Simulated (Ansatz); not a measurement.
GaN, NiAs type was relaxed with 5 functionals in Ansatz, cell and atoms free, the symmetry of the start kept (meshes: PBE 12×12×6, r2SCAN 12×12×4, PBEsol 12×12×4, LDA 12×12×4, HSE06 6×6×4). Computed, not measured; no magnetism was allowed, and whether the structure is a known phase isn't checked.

The PBE result:
```
CELL_PARAMETERS angstrom
3.00512 0.00000 0.00000
-1.50256 2.60251 0.00000
0.00000 0.00000 5.09548
ATOMIC_POSITIONS crystal
Ga 0.00000 0.00000 0.00000
Ga 0.00000 0.00000 0.50000
N 0.33333 0.66667 0.25000
N 0.66667 0.33333 0.75000
```

The symmetry is P6_3/mmc (No. 194, hexagonal); conventional cell a = 3.005 Å, c = 5.095 Å, 9.96 Å³ an atom. Ga has 6 N at 2.15 Å and 2 Ga at 2.55 Å; N has 6 Ga at 2.15 Å.

(1) How does the cell change with HSE06?

(2) What lattice does r2SCAN give?

(3) Held at the r2SCAN cell, what mean stress do LDA and PBE find, and does its sign point to their own minimum?

Results:

(1) a = 2.958 Å, c = 5.032 Å; the volume differs by -4.3 % from PBE's. Ga is surrounded by 6 N at 2.12 Å and 2 Ga at 2.52 Å; N is surrounded by 6 Ga at 2.12 Å.

(2) a = 2.967 Å, c = 5.033 Å; the volume differs by -3.7 % from PBE's. Ga has 6 N at 2.13 Å and 2 Ga at 2.52 Å; N has 6 Ga at 2.13 Å.

(3) Yes. LDA -5.64 GPa, and its relaxed volume is -2.5 % from r2SCAN's; PBE +8.22 GPa, and its relaxed volume is +3.8 % from r2SCAN's. Compression counts positive, so a positive stress asks for a larger cell.
